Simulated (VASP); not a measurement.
The system is C.

```
C
1.0
     1.22803    0.70900    3.34701
    -1.22803    0.70900    3.34701
     0.00000   -1.41800    3.34701
C
2
Direct
  0.16400 0.16400 0.16400
  0.83600 0.83600 0.83600
```

This isn't the form of C at room conditions, which is graphite.

- Program: VASP 6.6.1
- Task: relaxation of cell and atoms
- Functional: PBE
- Dispersion: D3(BJ)
- Potentials or basis: VASP PAW PBE potentials, release 64 (C)
- Cutoff: 600 eV
- k mesh: 9 × 9 × 9
- Occupations: gaussian, width 0.1 eV
- Spin: no spin polarisation

At the start: pressure 3.1 GPa; volume 8.74 Å³/atom.

Question: Where does the relaxation end?

Answer: Over 5 steps the energy falls by 11.9 meV/atom and the volume is 8.79 Å³/atom (+0.6 %); space group R-3m (No. 166, to 0.05 Å).

Step by step:
| step | energy change (eV) | largest force (eV/Å) | pressure (GPa) | volume (Å³) |
| --- | --- | --- | --- | --- |
| 1 | 0.0000 | 0.8399 | 3.10 | 17.48 |
| 2 | -0.0030 | 0.4938 | -8.26 | 17.91 |
| 3 | -0.0216 | 0.1514 | -2.90 | 17.71 |
| 4 | -0.0185 | 0.2409 | 4.28 | 17.39 |
| 5 | -0.0238 | 0.0023 | -0.15 | 17.58 |

Final structure:
```yaml
crystal:
  lattice:
    - [1.23284, 0.71178, 3.33974]
    - [-1.23284, 0.71178, 3.33974]
    - [0.00000, -1.42356, 3.33974]
  atoms:
    - { symbol: C, position: [0.16655, 0.16655, 0.16655] }
    - { symbol: C, position: [0.83345, 0.83345, 0.83345] }
```
